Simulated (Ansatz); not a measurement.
**Bi under changes of volume**

One of the cells (31.117 Å³/atom); the others are scaled copies at fixed shape and fractional positions:

```
Bi
1.0
    -1.98143    1.98143    1.98143
     1.98143   -1.98143    1.98143
     1.98143    1.98143   -1.98143
Bi
1
Direct
  0.00000 0.00000 0.00000
```

This isn't the form of Bi at room conditions, which is rhombohedral.

- Program: Ansatz 0.2.0
- Functional: BHLYP
- Potentials or basis: Ansatz PAW
- Cutoff: 420 eV (not typed: the program's choice for these potentials)
- k mesh: 5 × 5 × 5
- Occupations: fermi-dirac, width 0.05 eV
- Spin: no spin polarisation

```csv
volume (Å³/atom),energy over the lowest point (meV/atom),pressure (GPa)
29.250,20.36,4.0
29.872,?,?
30.495,1.46,1.0
31.117,0.00,-0.2
31.739,49.86,0.2
32.362,50.91,-0.8
32.984,55.96,-1.8
```

What does the run at 29.872 Å³/atom give?

Energy over the lowest point 8.05 meV/atom; pressure 2.4 GPa.

The energies don't lie on one smooth curve, so no fit is given. The run at 31.739 Å³/atom lies farthest off, from a change of basis, grid or state.

Energies are extrapolated to zero smearing.

Caveats: all runs use coarse meshes; the PAW data sets come from PBE, with cores solved anew for the run's functional, which leaves a small shift of forces and pressure; the thresholds are loose for stress.
